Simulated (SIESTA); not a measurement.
As in SIESTA: the effect of strain zz

Crystal: As.

```
As
1.0
     1.88080    1.08588    3.37350
    -1.88080    1.08588    3.37350
     0.00000   -2.17176    3.37350
As
2
Direct
  0.22600 0.22600 0.22600
  0.77400 0.77400 0.77400
```

The cell isn't the ideal one: cell strained along z.

Alike in all runs:

| Property | Result |
| --- | --- |
| Program | SIESTA 5.4.2 |
| Task | band structure |
| Functional | PBEsol |
| Potentials or basis | PseudoDojo 0.4 standard (PBEsol files) |
| Basis | DZP (energy shift 0.003 Ry; two zetas on semicore shells) |
| Grid cutoff | 500 Ry |
| Energy shift | 0.003 Ry |
| k mesh | 9 × 9 × 9 |
| Occupations | fermi-dirac, width 0.05 eV |
| Spin | no spin polarisation |

```tsv
strain zz	pressure (GPa)	largest force (eV/Å)
-0.04	?	?
-0.02	3.8	0.97
0	2.4	0.82
0.02	1.2	0.64
0.04	0.0	0.46
```

What does the run with strain zz -0.04 give?

Pressure 5.3 GPa; largest force 1.11 eV/Å.

Worked out: A straight line through the other rows of the pressure, of slope -63 GPa per unit of strain zz, extrapolates to 5.0 GPa, against the run's 5.3. A parabola through the other rows of the largest force, of slope -6.67 eV/Å per unit of strain zz there, extrapolates to 1.11 eV/Å, against the run's 1.11.

Caveats: the basis of atomic orbitals isn't converged, which shifts pressures, moduli and gaps.

Runs at the PBE level aren't shown here.
